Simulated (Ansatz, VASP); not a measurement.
**V in VASP and in Ansatz**

File INCAR:

```
SYSTEM = V
PREC = Accurate
ENCUT = 600
EDIFF = 1E-7
ISMEAR = 0
SIGMA = 0.1
LREAL = .FALSE.
LASPH = .TRUE.
NELM = 150
ALGO = Normal
ISIF = 3
LWAVE = .FALSE.
LCHARG = .FALSE.
ISPIN = 2
MAGMOM = 0.22
LORBIT = 11
LMAXMIX = 4
GGA = PS
IBRION = 2
NSW = 80
EDIFFG = -0.05
```

Contents of KPOINTS:

```
regular mesh
0
G
  8 8 8
  0 0 0
```

POSCAR

```
V
1.0
    0.0000000000      2.1395283942      2.1395283942
    2.1395283942      0.0000000000      2.1395283942
    2.1395283942      2.1395283942      0.0000000000
V
1
Direct
    0.0000000000      0.0000000000      0.0000000000
```

Input for Ansatz:

```yaml
crystal:
  lattice:
    - [0.0, 2.1395283942, 2.1395283942]
    - [2.1395283942, 0.0, 2.1395283942]
    - [2.1395283942, 2.1395283942, 0.0]
  atoms:
    - { symbol: V, position: [0.0, 0.0, 0.0], spin: 0.22 }
basis:
  ecutwfc: 420
kpoints:
  mp_grid: { grid: [8, 8, 8] }
hamiltonian:
  xc: pbesol
scf:
  occupations: { method: gaussian, width: 0.1 }
output:
  forces: true
  stress: true
  eigenvalues: true
  populations: true
magnetization:
  spin_polarized: true
relax:
  adjacent_minimum: "off"
  f_tol: 0.05
  max_steps: 60
  cell: { stress_tol: 0.5 }
```

Alike in both runs: task relaxation of cell and atoms; functional PBEsol; k mesh 8 × 8 × 8; occupations gaussian, width 0.1 eV; collinear spin.

|  | VASP | Ansatz |
| --- | --- | --- |
| version | VASP 6.6.1 | Ansatz 0.2.0 |
| potentials or method | VASP PAW PBE potentials, release 64 (V_sv) | scalar-relativistic, plane waves, PAW |
| plane-wave cutoff (eV) | 600 | 420 |
| valence electrons in the cell | 13 | 13 |

|  | VASP | Ansatz | Ansatz less VASP |
| --- | --- | --- | --- |
| gap on the k mesh at the Fermi level, each at its own relaxed structure (eV) | none | none | - |
| net moment per atom (μB) | 0.00 | 0.00 | 0.000 |
| relaxed volume (Å³/atom) | 13.47 | 13.41 | -0.060 |
| relaxed cell length with the largest relative difference (Å) | 2.671 | 2.667 | -0.0039 |
| energy change over the relaxation (meV/atom) | -887 | -889 | -2.0 |

A gap of «none» marks a metal or a gap that the smearing closes. Ansatz warned: «seeded_moment_not_kept».

Caveats: the volume moved by over 15 % at a fixed basis, so the end points are rough (VASP); the PAW data sets were made with another functional, which shifts forces and pressure a little (VASP).
